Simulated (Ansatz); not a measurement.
# How AlRu stores the work of compression

Method: DFT r2SCAN, scalar-relativistic, plane waves, PAW (Ansatz). Run with 500 eV cutoff, 14×14×14 k-mesh, Gaussian smearing of 0.10 eV, no spin polarisation.

Reference structure (relaxed):

```
Al Ru
1.0
     2.98250    0.00000    0.00000
     0.00000    2.98250    0.00000
     0.00000    0.00000    2.98250
Al Ru
1 1
Direct
  0.00000 0.00000 0.00000
  0.50000 0.50000 0.50000
```

Cell and atoms were relaxed at each target pressure within the start's symmetry (Pm-3m), at zero temperature; other phases can be more stable under pressure. H = E + PV with P the target; E is the free energy at the smearing used, whose derivative the pressure is, per atom and counted from zero pressure. The mesh named is that at zero pressure; some other pressures ran on another.

| P (GPa) | V (Å³/atom) | E − E0 (meV) | H − H0 (meV) |
| --- | --- | --- | --- |
| 0 | 13.265 | 0.0 | 0.0 |
| 1 | 13.207 | 0.2 | 82.6 |
| 4 | 13.035 | 2.9 | 328.3 |
| 12 | 12.636 | 22.5 | 968.9 |
| 25 | 12.091 | 84.4 | 1971.1 |
| 50 | 11.301 | 266.2 | 3792.8 |
| 90 | 10.412 | 644.7 | 6493.4 |

Task: Thermodynamics gives dH/dP = V along a relaxed path. Integrate V over P by the trapezoid rule and compare with the computed enthalpies.

Result: With 1 eV/Å³ = 160.22 GPa, each step adds the mean volume times ΔP / 160.22:
```tsv
P (GPa)	∫V dP (meV)	H − H0 (meV)	difference (meV)
1	82.6	82.6	0.0
4	328.3	328.3	0.0
12	969.2	968.9	0.3
25	1972.4	1971.1	1.2
50	3797.4	3792.8	4.6
90	6507.7	6493.4	14.3
```

V(P) curves upward, so the trapezoid rule runs high; integrating a smooth curve through the same points (P as a polynomial of degree 4 in ln V) puts that excess at about 11.4 meV at 90 GPa, against the 14.3 meV found. What is left comes from the shape of V(P) between points this far apart, and from the mesh, the smearing and the stress tolerance.

Task: At 90 GPa, how much of the enthalpy change is stored energy and how much is the PV term?

Result: E rises by 645 meV/atom and PV is 90 × 10.412 / 160.22 = 5849 meV/atom, so PV makes 90 % of ΔH. So between rival structures at high pressure a small difference in volume can outweigh the difference in energy: 1 % of this volume is worth 58.5 meV/atom at this pressure.

Task: What bulk modulus do the lowest pressures give?

Result: From the pressures that the runs reached, -1.00 GPa (13.327 Å³) and 1.00 GPa (13.207 Å³), B = −ΔP/Δln V = 2.00 / 0.0091 = 221 GPa, a mean over that range.